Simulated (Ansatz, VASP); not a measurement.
# One calculation of Li2S, two programs

```
Li S
1.0
     0.00000    2.85268    2.85268
     2.85268    0.00000    2.85268
     2.85268    2.85268    0.00000
Li S
2 1
Direct
  0.75000 0.75000 0.75000
  0.25000 0.25000 0.25000
  0.00000 0.00000 0.00000
```

Alike in both runs: task single point; functional PBE; k mesh 8 × 8 × 8; occupations gaussian, width 0.02 eV; no spin polarisation.

```csv
,VASP,Ansatz
version,VASP 6.6.1,Ansatz 0.2.0
potentials or method,"VASP PAW PBE potentials, release 64 (Li_sv, S)","scalar-relativistic, plane waves, PAW"
plane-wave cutoff (eV),520,420
valence electrons in the cell,12,12
```

```csv
,VASP,Ansatz,Ansatz less VASP
gap on the k mesh at the Fermi level (eV),3.39,3.39,+0.003
least direct gap on the mesh (eV),4.26,4.25,-0.010
```

 As with any semilocal functional, this PBE gap is likely too small. A k mesh can miss the band edges.
